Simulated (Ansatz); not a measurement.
# Si$_{2}$W: hydrostatic pressure series

These are results of DFT PBE, scalar-relativistic, plane waves, PAW (Ansatz 0.2.0), not measurements. Run with 420 eV cutoff, 18×18×18 k-mesh, Gaussian smearing of 0.10 eV, no spin polarisation.

The relaxed crystal:

```xyz
3
Lattice="-1.6145 1.6145 3.9334 1.6145 -1.6145 3.9334 1.6145 1.6145 -3.9334" Properties=species:S:1:pos:R:3 pbc="T T T"
Si    0.0000    0.0000    2.6320
Si    0.0000    0.0000    5.2348
W     0.0000    0.0000    0.0000
```

Cell and atoms are relaxed at each pressure within the symmetry of the start, at zero temperature, so transitions that lower the symmetry aren't seen. The k-mesh given is that at zero pressure and may differ at others. a, b and c are the lengths of the cell vectors above. ΔH is E + PV over the energy at zero pressure.

Spin–orbit coupling is left out, which can shift energies with elements as heavy as these.

```tsv
P (GPa)	V (Å³/atom)	V/V0	a (Å)	b (Å)	c (Å)	α (°)	β (°)	γ (°)	ΔH (eV/atom)
-1	13.74	1.005	4.555	4.555	4.555	138.4	138.4	60.3	-0.086
0	13.67	1.000	4.548	4.548	4.548	138.4	138.4	60.3	0.000
1	13.61	0.996	4.542	4.542	4.542	138.4	138.4	60.2	0.085
4	13.43	0.983	4.524	4.524	4.524	138.5	138.5	60.2	0.338
12	?	?	?	?	?	?	?	?	?
25	12.45	0.911	4.421	4.421	4.421	138.6	138.6	59.9	2.030
50	11.63	0.850	4.332	4.332	4.332	138.8	138.8	59.6	3.905
90	?	?	?	?	?	?	?	?	?
```

(1) What stands in the row for 12 GPa?

(2) What stands in the row for 90 GPa?

Answers

(1) V 13.01 Å³/atom; V/V0 0.952; a 4.481 Å; b 4.481 Å; c 4.481 Å; α 138.5 °; β 138.5 °; γ 60.1 °; ΔH 0.998 eV/atom.

(2) V 10.70 Å³/atom; V/V0 0.783; a 4.228 Å; b 4.228 Å; c 4.228 Å; α 139.1 °; β 139.1 °; γ 59.2 °; ΔH 6.685 eV/atom.